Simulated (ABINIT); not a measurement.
# TaS2 in ABINIT: work function with PBE

Aim: the work function of TaS2 with PBE.

Everything below comes from runs of ABINIT 10.8.3 (patched build). Logs are shortened: lines on timing, memory, paths and dates and some standing lists are left out, and cuts for length are marked. The log counts tension as positive stress, the text compression.

### 1 Starting point

The cell holds a slab with vacuum, 6 atoms: a = 3.350 Å, b = 3.350 Å, c = 23.790 Å, α = 90.00°, β = 90.00°, γ = 120.00°.

### 2 Work function, PBE

Contents of run.abi:

```
# Pseudopotentials
pp_dirpath "./"
pseudos "S.GGA_PBE-JTH.xml, Ta.GGA_PBE-JTH.xml"

# Structure
acell 3*1.0 Angstrom
rprim
     3.3500021206     0.0000000000     0.0000000000
    -1.6750010603     2.9011869392     0.0000000000
     0.0000000000     0.0000000000    23.7900000000
ntypat 2
znucl 16 73
natom 6
typat 1 2 1 1 2 1
xred
     0.6666666667     0.3333333334     0.3152585120
     0.0000000000     0.0000000000     0.3768390080
     0.3333333333     0.6666666666     0.4384195040
     0.6666666667     0.3333333334     0.5615804960
     0.0000000000     0.0000000000     0.6231609920
     0.3333333333     0.6666666666     0.6847414880
chkprim 0
chksymtnons 0
tolsym 1.0e-6

# Plane-wave basis
ecut 544.227725 eV
pawecutdg 40.0
pawxcdev 0

# k points
kptopt 1
ngkpt 9 9 1
nshiftk 1
shiftk 0.0 0.0 0.0

# Exchange and correlation
ixc 11

# Bands and occupations
nband 30
occopt 3
tsmear 0.05 eV

# SCF cycle
nstep 120
tolvrs 1.0e-9

# Output
iomode 3
prtwf 0
prteig 0
prtebands 0
enunit 1
prtden 1
prtvha 1
prtvclmb 1
prtpot 1
```

Potentials or basis: JTH PAW PBE v2.0.

Started as:

```sh
$ mpirun --bind-to none -np 4 abinit run.abi > log 2>&1
```

run.abo:

```text
.Version 10.8.3 of ABINIT
 Symmetries : space group P-3 m 1 (#164); Bravais hP (primitive hexag.)
================================================================================
 Values of the parameters that define the memory need of the present run
     intxc =       0    ionmov =       0      iscf =      17    lmnmax =      18
     lnmax =       6     mgfft =     192  mpssoang =       3    mqgrid =   12800
     natom =       6  nloc_mem =       2    nspden =       1   nspinor =       1
    nsppol =       1      nsym =      12    n1xccc =       1    ntypat =       2
    occopt =       3   xclevel =       2
       mpw =        6703          nfft =      139968          nkpt =          12
Pmy_natom=         2
 PAW method is used; the additional fine FFT grid is defined by:
   mgfftf=       256    nfftf =    409600
================================================================================
================================================================================

--------------------------------------------------------------------------------
------------- Echo of variables that govern the present computation ------------
--------------------------------------------------------------------------------
 -outvars: echo values of preprocessed input variables --------
            acell      1.8897261259E+00  1.8897261259E+00  1.8897261259E+00 Bohr
              amu      3.20660000E+01  1.80947900E+02
          chkprim           0
      chksymtnons           0
             ecut      2.00000000E+01 Hartree
           enunit           1
              ixc          11
         kptrlatt        9    0    0      0    9    0      0    0    1
          kptrlen      5.69752788E+01
            natom           6
            nband          30
            ngfft          27      27     192
          ngfftdg          40      40     256
             nkpt          12
            nstep         120
             nsym          12
           ntypat           2
           occopt           3
        pawecutdg      4.00000000E+01 Hartree
         pawxcdev           0
        prtebands           0
           prteig           0
           prtpot           1
         prtvclmb           1
           prtvha           1
            prtwf           0
            rprim      3.3500021206E+00  0.0000000000E+00  0.0000000000E+00
                      -1.6750010603E+00  2.9011869392E+00  0.0000000000E+00
                       0.0000000000E+00  0.0000000000E+00  2.3790000000E+01
          spgroup         164
           tolsym      1.00000000E-06
           tolvrs      1.00000000E-09
           tsmear      1.83746611E-03 Hartree
            typat      1  2  1  1  2  1
           useylm           1
           xangst      1.6750010603E+00  9.6706231307E-01  7.5000000005E+00
                       0.0000000000E+00  0.0000000000E+00  8.9650000003E+00
                      -4.5365730695E-16  1.9341246261E+00  1.0430000000E+01
                       1.6750010603E+00  9.6706231307E-01  1.3360000000E+01
                       0.0000000000E+00  0.0000000000E+00  1.4825000000E+01
                      -4.5365730695E-16  1.9341246261E+00  1.6290000000E+01
            xcart      3.1652932646E+00  1.8274829184E+00  1.4172945945E+01
                       0.0000000000E+00  0.0000000000E+00  1.6941394719E+01
                      -8.5728806515E-16  3.6549658368E+00  1.9709843494E+01
                       3.1652932646E+00  1.8274829184E+00  2.5246741042E+01
                       0.0000000000E+00  0.0000000000E+00  2.8015189816E+01
                      -8.5728806515E-16  3.6549658368E+00  3.0783638590E+01
             xred      6.6666666667E-01  3.3333333333E-01  3.1525851200E-01
                       0.0000000000E+00  0.0000000000E+00  3.7683900800E-01
                       3.3333333333E-01  6.6666666667E-01  4.3841950400E-01
                       6.6666666667E-01  3.3333333333E-01  5.6158049600E-01
                       0.0000000000E+00  0.0000000000E+00  6.2316099200E-01
                       3.3333333333E-01  6.6666666667E-01  6.8474148800E-01
            znucl       16.00000   73.00000

================================================================================

 chkinp: Checking input parameters for consistency.

================================================================================
== DATASET  1 ==================================================================

--- !DatasetInfo
iteration_state: {dtset: 1, }
dimensions: {natom: 6, nkpt: 12, mband: 30, nsppol: 1, nspinor: 1, nspden: 1, mpw: 6703, }
cutoff_energies: {ecut:  20.0, pawecutdg:  40.0, }
electrons: {nelect:   5.00000000E+01, charge:   0.00000000E+00, occopt:   3.00000000E+00, tsmear:   1.83746611E-03, }
meta: {optdriver: 0, ionmov: 0, optcell: 0, iscf: 17, paral_kgb: 0, }
...

 Exchange-correlation functional for the present dataset will be:
[... 153 lines left out ...]
 reduced coordinates (array xred) for    6 atoms
       0.666666666667      0.333333333333      0.315258512000
       0.000000000000      0.000000000000      0.376839008000
       0.333333333333      0.666666666667      0.438419504000
       0.666666666667      0.333333333333      0.561580496000
       0.000000000000      0.000000000000      0.623160992000
       0.333333333333      0.666666666667      0.684741488000
 rms dE/dt=  5.3372E-01; max dE/dt=  1.1950E+00; dE/dt below (all hartree)
    1       0.000000000000      0.000000000000      1.195049496417
    2      -0.000000000000      0.000000000000     -0.016601860500
    3       0.000000000000      0.000000000000     -1.065521964089
    4      -0.000000000000      0.000000000000      1.065521964089
    5      -0.000000000000      0.000000000000      0.016601860500
    6       0.000000000000      0.000000000000     -1.195049496417

 cartesian coordinates (angstrom) at end:
    1      1.67500106030000     0.96706231306667     7.50000000048000
    2      0.00000000000000     0.00000000000000     8.96500000032000
    3     -0.00000000000000     1.93412462613333    10.43000000016000
    4      1.67500106030000     0.96706231306667    13.35999999984000
    5      0.00000000000000     0.00000000000000    14.82499999968000
    6     -0.00000000000000     1.93412462613333    16.28999999952000

 cartesian forces (hartree/bohr) at end:
    1     -0.00000000000000    -0.00000000000000    -0.02658230176444
    2      0.00000000000000     0.00000000000000     0.00036928651657
    3     -0.00000000000000    -0.00000000000000     0.02370113243926
    4      0.00000000000000     0.00000000000000    -0.02370113243926
    5      0.00000000000000     0.00000000000000    -0.00036928651657
    6     -0.00000000000000    -0.00000000000000     0.02658230176444
 frms,max,avg= 1.1871997E-02 2.6582302E-02   0.000E+00  0.000E+00  0.000E+00 h/b

 cartesian forces (eV/Angstrom) at end:
    1     -0.00000000000000    -0.00000000000000    -1.36691691593423
    2      0.00000000000000     0.00000000000000     0.01898947618600
    3     -0.00000000000000    -0.00000000000000     1.21876123238334
    4      0.00000000000000     0.00000000000000    -1.21876123238334
    5      0.00000000000000     0.00000000000000    -0.01898947618600
    6     -0.00000000000000    -0.00000000000000     1.36691691593423
 frms,max,avg= 6.1048263E-01 1.3669169E+00   0.000E+00  0.000E+00  0.000E+00 e/A
 length scales=  1.889726125908  1.889726125908  1.889726125908 bohr
              =  1.000000000000  1.000000000000  1.000000000000 angstroms
 Fermi (or HOMO) energy (eV) =  -0.24814   Average Vxc (eV)=  -5.73376
 Eigenvalues (   eV  ) for nkpt=  12  k points:
 kpt#   1, nband= 30, wtk=  0.01235, kpt=  0.0000  0.0000  0.0000 (reduced coord)
 -69.05003  -69.05003  -35.51093  -35.51080  -35.48513  -35.48513  -35.48512  -35.48512
 -15.31999  -15.18138  -13.65524  -13.41465   -6.91874   -6.28824   -4.47887   -4.47887
  -4.46436   -4.46436   -3.29446   -2.22981   -1.11278   -1.11278   -1.04354   -1.04354
  -0.22050   -0.22050   -0.20623   -0.20623    0.24420    0.76824
 prteigrs : prtvol=0 or 1, do not print more k-points.

--- !EnergyTerms
iteration_state     : {dtset: 1, }
comment             : Components of total free energy in Hartree
kinetic             :  2.99528925054817E+01
hartree             :  5.30981927547524E+02
xc                  : -3.12183456247801E+01
Ewald energy        :  3.93592347674328E+02
psp_core            :  5.34372067303365E+00
local_psp           : -1.06412623022491E+03
PAW spherical_terms : -2.39816583321497E+01
internal            : -1.59455345781469E+02
'-kT*entropy'       : -1.08939931956883E-03
total_energy        : -1.59456435180788E+02
total_energy_eV     : -4.33903064711166E+03
...

--- !EnergyTermsDC
iteration_state     : {dtset: 1, }
comment             : '"Double-counting" decomposition of free energy'
band_energy         : -3.37342025294702E+01
Ewald energy        :  3.93592347674328E+02
psp_core            :  5.34372067303365E+00
xc_dc               : -5.38850108572250E+02
PAW spherical_terms :  1.41928889840386E+01
internal            : -1.59455353770321E+02
'-kT*entropy'       : -1.08939931956883E-03
total_energy_dc     : -1.59456443169640E+02
total_energy_dc_eV  : -4.33903086449940E+03
...

--- !EnergyTermsWithPAWCore
iteration_state     : {dtset: 1, }
comment             : 'Components of total free energy, including PAW core contributions'
Total energy        : -3.28068380552944E+04
Total energy DC     : -3.28068380632833E+04
Total energy (eV)   : -8.92719541831965E+05
Total energy DC (eV): -8.92719542049353E+05
...

 Cartesian components of stress tensor (hartree/bohr^3)
  sigma(1 1)= -1.24216607E-04  sigma(3 2)=  0.00000000E+00
  sigma(2 2)= -1.24216607E-04  sigma(3 1)=  0.00000000E+00
  sigma(3 3)= -1.92940321E-04  sigma(2 1)=  0.00000000E+00

-Cartesian components of stress tensor (GPa)         [Pressure=  4.3286E+00 GPa]
- sigma(1 1)= -3.65457875E+00  sigma(3 2)=  0.00000000E+00
- sigma(2 2)= -3.65457875E+00  sigma(3 1)=  0.00000000E+00
- sigma(3 3)= -5.67650024E+00  sigma(2 1)=  0.00000000E+00

== END DATASET(S) ==============================================================
================================================================================

 -outvars: echo values of variables after computation  --------
            acell      1.8897261259E+00  1.8897261259E+00  1.8897261259E+00 Bohr
           etotal     -1.5945644317E+02
            fcart     -3.8280508286E-28 -3.1924044769E-28 -2.6582301764E-02
                       3.8280508286E-28  3.1924044769E-28  3.6928651657E-04
                      -2.9773728667E-28 -2.7012653266E-28  2.3701132439E-02
                       3.8280508286E-28  1.2278478757E-28 -2.3701132439E-02
                       3.8280508286E-28  3.1924044769E-28 -3.6928651657E-04
                      -4.6787287905E-28 -1.7189870260E-28  2.6582301764E-02
            rprim      3.3500021206E+00  0.0000000000E+00  0.0000000000E+00
                      -1.6750010603E+00  2.9011869392E+00  0.0000000000E+00
                       0.0000000000E+00  0.0000000000E+00  2.3790000000E+01
           strten     -1.2421660681E-04 -1.2421660688E-04 -1.9294032138E-04
                       0.0000000000E+00  0.0000000000E+00  0.0000000000E+00
           xangst      1.6750010603E+00  9.6706231307E-01  7.5000000005E+00
                       0.0000000000E+00  0.0000000000E+00  8.9650000003E+00
                      -4.5365730695E-16  1.9341246261E+00  1.0430000000E+01
                       1.6750010603E+00  9.6706231307E-01  1.3360000000E+01
                       0.0000000000E+00  0.0000000000E+00  1.4825000000E+01
                      -4.5365730695E-16  1.9341246261E+00  1.6290000000E+01
             xred      6.6666666667E-01  3.3333333333E-01  3.1525851200E-01
                       0.0000000000E+00  0.0000000000E+00  3.7683900800E-01
                       3.3333333333E-01  6.6666666667E-01  4.3841950400E-01
                       6.6666666667E-01  3.3333333333E-01  5.6158049600E-01
                       0.0000000000E+00  0.0000000000E+00  6.2316099200E-01
                       3.3333333333E-01  6.6666666667E-01  6.8474148800E-01
 Calculation completed.
```

Run time: 1.8 min. Hardware: 4 MPI ranks of Arm Neoverse V2, shared host; peak memory 0.88 GiB.

What came out:

* Free energy: -4339.0309 eV
* Largest force: 1.367 eV/Å
* Band gap on the k mesh: none (metal or under the smearing width)
* Valence electrons inside the program's atomic spheres: S 3.65; Ta 10.62
* Work function: 5.10 eV

Forces in eV/Å, atoms in the order of the input:
```
S    0.000  0.000 -1.367
Ta   0.000  0.000  0.019
S    0.000  0.000  1.219
S    0.000  0.000 -1.219
Ta   0.000  0.000 -0.019
S    0.000  0.000  1.367
```

Levels at points of the mesh, in eV from the Fermi level:
```csv
k point,band 22,band 23,band 24,band 25,band 26,band 27
"(0.00, 0.00, 0.00)",-0.86,-0.80,-0.80,0.03,0.03,0.04
```

Spin-orbit coupling is left out, which matters for the levels of Ta.
